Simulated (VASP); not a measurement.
# BP (F-43m) in VASP: further runs, part 2 of 2

VASP 6.6.1.

### 3 G0W0 quasiparticle levels, PBE

File POSCAR:

```
BP
1.0
    0.0000000000      2.2690000000      2.2690000000
    2.2690000000      0.0000000000      2.2690000000
    2.2690000000      2.2690000000      0.0000000000
P B
1 1
Direct
    0.7500000000      0.7500000000      0.7500000000
    0.0000000000      0.0000000000      0.0000000000
```

File INCAR.step1:

```
SYSTEM = BP
PREC     = Accurate       ! precision mode
ENCUT    = 520            ! plane-wave cutoff, eV
EDIFF    = 1E-8           ! SCF threshold, eV
ISMEAR   = 0              ! smearing method
SIGMA    = 0.01           ! smearing width, eV
LREAL    = .FALSE.        ! projectors in reciprocal space
LASPH    = .TRUE.         ! aspherical terms in the spheres
NELM     = 100            ! most SCF steps
ALGO     = Normal         ! electronic algorithm
LWAVE    = .TRUE.         ! write WAVECAR
LCHARG   = .FALSE.        ! write CHGCAR
GGA      = PE             ! functional
```

File INCAR.step2:

```
SYSTEM = BP
PREC     = Accurate       ! precision mode
ENCUT    = 520            ! plane-wave cutoff, eV
EDIFF    = 1E-8           ! SCF threshold, eV
ISMEAR   = 0              ! smearing method
SIGMA    = 0.01           ! smearing width, eV
LREAL    = .FALSE.        ! projectors in reciprocal space
LASPH    = .TRUE.         ! aspherical terms in the spheres
NELM     = 1              ! most SCF steps
ALGO     = Exact          ! electronic algorithm
LWAVE    = .TRUE.         ! write WAVECAR
LCHARG   = .FALSE.        ! write CHGCAR
GGA      = PE             ! functional
NBANDS   = 144            ! bands
LOPTICS  = .TRUE.         ! frequency-dependent dielectric function
ISTART   = 1
```

File INCAR.step3:

```
SYSTEM = BP
PREC     = Accurate       ! precision mode
ENCUT    = 520            ! plane-wave cutoff, eV
EDIFF    = 1E-8           ! SCF threshold, eV
ISMEAR   = 0              ! smearing method
SIGMA    = 0.01           ! smearing width, eV
LREAL    = .FALSE.        ! projectors in reciprocal space
LASPH    = .TRUE.         ! aspherical terms in the spheres
ALGO     = EVGW0          ! electronic algorithm
LWAVE    = .FALSE.        ! write WAVECAR
LCHARG   = .FALSE.        ! write CHGCAR
GGA      = PE             ! functional
NELMGW   = 1            
NBANDS   = 144            ! bands
ENCUTGW  = 260            ! cutoff of the response function
NOMEGA   = 72             ! frequency points
PRECFOCK = Fast         
ISTART   = 1            
NBANDSGW = 12
```

File KPOINTS:

```
regular mesh
0
G
  5 5 5
  0 0 0
```

Potentials or basis: VASP PAW PBE potentials, release 64 (P_GW, B_GW).

Started as:

```bash
cat potpaw_PBE.64/P_GW/POTCAR potpaw_PBE.64/B_GW/POTCAR > POTCAR
cp INCAR.step1 INCAR
mpirun -np 1 vasp_std > vasp.out
cp INCAR.step2 INCAR
mpirun -np 1 vasp_std > vasp.out
cp INCAR.step3 INCAR
mpirun -np 1 vasp_std > vasp.out
```

OUTCAR:

```text
SYSTEM = BP
   PREC = Accurate
   ENCUT = 520
   EDIFF = 1E-8
   ISMEAR = 0
   LREAL = .FALSE.
   LASPH = .TRUE.
   GGA = PE
   NELMGW = 1
   ENCUTGW = 260
   PRECFOCK = Fast
   ISTART = 1

 ion  position               nearest neighbor table
   1  0.750  0.750  0.750-   2 1.97   2 1.97   2 1.97   2 1.97
   2  0.000  0.000  0.000-   1 1.97   1 1.97   1 1.97   1 1.97

  LATTYP: Found a face centered cubic cell.
 ALAT       =     4.5380000000

  Lattice vectors:

 A1 = (   0.0000000000,   2.2690000000,   2.2690000000)
 A2 = (   2.2690000000,   0.0000000000,   2.2690000000)
 A3 = (   2.2690000000,   2.2690000000,   0.0000000000)

Analysis of symmetry for initial positions (statically):
[... 152 lines left out ...]
   ENCUTLF             =  -1.0    cutoff for local field effects
   NELMGW              =     1    number of iterations in solving QP/BSE equation
   NELMHF              =     1    number of iterations in the inner HF iteration
   NKREDLFX            =     1    NKREDLFY  =   1   NKREDLFZ  =   1
 non-spin polarized calculation
 Gauss-broadening in eV      SIGMA  =   0.01
  energy-cutoff  :      520.00
  volume of cell :       23.36
 maximum number of plane-waves:       635
  NGX = 14; NGY = 14; NGZ = 14
   NGX = 11   NGY = 11   NGZ = 11
 maximum number of plane-waves:       229

 QP shifts <psi_nk| G(iteration)W_0 |psi_nk>: iteration 1
 for sc-GW calculations column KS-energies equals QP-energies in previous step
 and V_xc(KS)=  KS-energies - (<T + V_ion + V_H > + <T+V_H+V_ion>^1  + <V_x>^1)

 k-point   1 :       0.0000    0.0000    0.0000
  band No.  KS-energies  QP-energies   sigma(KS)   V_xc(KS)     V^pw_x(r,r')   Z            occupation Imag(sigma)

      1      -8.3189      -9.1785     -13.2800     -12.0579     -20.4765       0.7034       2.0000       1.3208
      2       7.1464       6.5040     -14.1231     -13.3070     -15.0360       0.7871       2.0000       0.0289
      3       7.1464       6.5040     -14.1231     -13.3070     -15.0360       0.7871       2.0000       0.0289
      4       7.1464       6.5040     -14.1231     -13.3070     -15.0360       0.7871       2.0000       0.0289
      5      10.5454      10.8346     -11.7067     -12.0758      -7.0709       0.7836       0.0000      -0.0629
      6      10.5454      10.8346     -11.7067     -12.0758      -7.0709       0.7836       0.0000      -0.0629
      7      10.5454      10.8346     -11.7067     -12.0758      -7.0709       0.7836       0.0000      -0.0629
      8      14.5222      14.7734     -12.4256     -12.7595      -6.1785       0.7524       0.0000      -0.1445
      9      18.6675      18.5156      -9.6436      -9.4482      -3.3479       0.7775       0.0000      -0.3167
     10      19.1597      19.5346     -11.2699     -11.7576      -4.9641       0.7687       0.0000      -0.2729
     11      19.1597      19.5346     -11.2699     -11.7576      -4.9641       0.7687       0.0000      -0.2729
     12      22.8243      22.8807      -9.8664      -9.9392      -2.8102       0.7744       0.0000      -0.7392
[... 132 lines left out ...]
      1      -4.0664      -4.8400     -13.6914     -12.6147     -19.2940       0.7184       2.0000       0.6781
      2      -0.3513      -1.2057     -13.8561     -12.6725     -17.9534       0.7219       2.0000       0.2456
      3       1.4932       0.6940     -12.9526     -11.8817     -15.7821       0.7462       2.0000       0.1043
      4       2.8462       2.0719     -13.1415     -12.1212     -15.4155       0.7589       2.0000       0.0648
      5      11.7427      11.9692     -11.2097     -11.5002      -6.1338       0.7796       0.0000      -0.0786
      6      12.8294      13.0035     -10.9854     -11.2082      -5.7721       0.7809       0.0000      -0.0892
      7      13.8863      14.1963     -11.7204     -12.1279      -5.8495       0.7607       0.0000      -0.1266
      8      17.6103      17.9782     -12.0206     -12.5181      -4.9102       0.7395       0.0000      -0.3189
      9      18.6165      18.9031     -11.6725     -12.0514      -4.9112       0.7566       0.0000      -0.3371
     10      21.5559      21.8881     -11.7789     -12.2191      -4.4223       0.7547       0.0000      -0.5578
     11      24.9948      25.3181     -12.0907     -12.5273      -3.8793       0.7405       0.0000      -0.8675
     12      26.9135      26.9727     -10.5676     -10.6464      -2.9188       0.7521       0.0000      -0.8902
```

OUTCAR.step1:

```text
SYSTEM = BP
   PREC = Accurate
   ENCUT = 520
   EDIFF = 1E-8
   ISMEAR = 0
   LREAL = .FALSE.
   LASPH = .TRUE.
[... 314 lines left out ...]
      3.40350      3.40350      3.40350         0.000000     -0.000000      0.000000
      0.00000      0.00000      0.00000        -0.000000      0.000000     -0.000000
 -----------------------------------------------------------------------------------
    total drift:                               -0.000000     -0.000000     -0.000000

  FREE ENERGIE OF THE ION-ELECTRON SYSTEM (eV)
  ---------------------------------------------------
  free  energy   TOTEN  =       -12.8652202628 eV

  energy  without entropy=      -12.8652202628  energy(sigma->0) =      -12.86522026
```

Run time: 2.4 min. Hardware: 1 thread of Intel Xeon Platinum 8559C (Emerald Rapids), shared host; peak memory 0.47 GiB.

Results:

```
Band gap on the k mesh, mean-field level : 1.24 eV, indirect (least direct gap 3.40 eV)
Quasiparticle gap                        : 1.96 eV
Least direct quasiparticle gap           : 4.33 eV
```

Caveat: the k mesh is coarse (spacing up to 0.48 Å⁻¹), so the values aren't converged; bands, screening cutoff and mesh are small and nothing is extrapolated, so the quasiparticle values aren't converged; an odd mesh through Γ misses points on the zone boundary, where band edges often lie.

### 4 The reference run

An earlier run on the cell as given: functional PBEsol; potentials or basis VASP PAW PBE potentials, release 64 (P, B); cutoff 520 eV; k mesh 10 × 10 × 10; occupations fermi-dirac, width 0.05 eV; no spin polarisation.

- Pressure: -1.9 GPa
- Band gap on the k mesh: 1.13 eV, indirect (least direct gap 3.36 eV)
